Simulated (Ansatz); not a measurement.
BeTe:

```xyz
2
Lattice="0.0000 2.7700 2.7700 2.7700 0.0000 2.7700 2.7700 2.7700 0.0000" Properties=species:S:1:pos:R:3 pbc="T T T"
Te    4.1550    4.1550    4.1550
Be    0.0000    0.0000    0.0000
```

```yaml
Program: Ansatz 0.2.0
Task: relaxation of cell and atoms
Functional: HF
Potentials_or_basis: Ansatz PAW
Cutoff: "420 eV (not typed: the program's choice for these potentials)"
k_mesh: 4 × 4 × 4
Occupations: fermi-dirac, width 0.05 eV
Spin: no spin polarisation
```

At the start: volume 21.25 Å³/atom.

**Question.** Where does the relaxation end?

**Answer.** It ends after 5 steps and the volume is 24.15 Å³/atom (+13.6 %); space group F-43m (No. 216, to 0.05 Å).

The path:
| step | energy change (eV) | largest force (eV/Å) | volume (Å³) |
| --- | --- | --- | --- |
| 1 | 0.0000 | 0.0000 | 42.51 |
| 2 | -0.1472 | 0.0000 | 49.03 |
| 3 | -0.1493 | 0.0000 | 48.42 |
| 4 | -0.1494 | 0.0000 | 48.30 |
| 5 | -0.1520 | 0.0000 | 48.30 |

Final structure:
```xyz
2
Lattice="0.0000 2.8905 2.8905 2.8905 0.0000 2.8905 2.8905 2.8905 0.0000" Properties=species:S:1:pos:R:3 pbc="T T T"
Te    4.3357    4.3357    4.3357
Be    0.0000    0.0000    0.0000
```

Caveat: the k mesh is coarse (spacing up to 0.49 Å⁻¹), so the values aren't converged, least of all with exact exchange; the plane-wave basis is chosen anew once the cell has moved, so the energies of steps on either side of that aren't comparable; the volume moved by +14 % from the deposited cell, more than functionals usually miss; the PAW data sets come from PBE, with cores solved anew for the run's functional, which leaves a small shift of forces and pressure.
